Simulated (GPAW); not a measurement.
Computed results, one entry a study.

## How the form of the self-energy moves the gap of NaF (Villiaumite)

It takes space group Fm-3m (No. 225, cubic). Conventional cell: a = 4.620 Å, b = 4.620 Å, c = 4.620 Å, α = 90.00°, β = 90.00°, γ = 90.00°. Na has 6 F at 2.31 Å nearest. F has 6 Na at 2.31 Å nearest. Farther neighbours and most contacts between anions are not listed.

| Item | Value |
| --- | --- |
| method | DFT, PBE, plane waves, PAW (and 3 further levels or steps) |
| program | GPAW 26.7.0 |
| settings of one run | cutoff 600 eV, GPAW PAW setups 1.2.1 data release, 6×6×6 k-mesh, nbands 376 |
| cost | 6 runs, 26 min in all on 4 MPI ranks of Intel Xeon Platinum 8259CL at 2.50GHz (Skylake/Cascade Lake), shared host (the runs of this entry) |
| notes | The database entry behind the starting cell differs from later determinations by our own check (0.1 to 0.3 % short, probably kX units). The cell and positions come from the Crystallography Open Database and are kept as given unless a step says otherwise. Bands and cutoff are finite, so the gap is not at the basis limit. The miss can reach some tenths of an eV and take either sign; the mesh is an error of its own. The program warns of a poor linear fit in the extrapolation of some level, so the extrapolated values are rough. |
| G0W0, Godby-Needs plasmon pole | 10.594 eV |
| one-shot HSE06 | 8.576 eV |
| G0W0, extrapolated in the cutoff | 10.801 eV |
| one-shot Hartree-Fock | 18.299 eV |
| G0W0, full frequency, Hilbert transform | 10.741 eV |
| known limits | not at the basis limit |

One-shot HSE06: −2.018 eV against G0W0, Godby-Needs plasmon pole. G0W0, extrapolated in the cutoff: +0.207 eV against G0W0, Godby-Needs plasmon pole, at other bands or cutoff, so not like for like.

[Runs of the session that timed out or met a known fault of the program may be left out.]

[Hosts, paths, dates, database ids (printed as entryN), source tags and the programs' standing remarks are cut or masked in the printed files.]
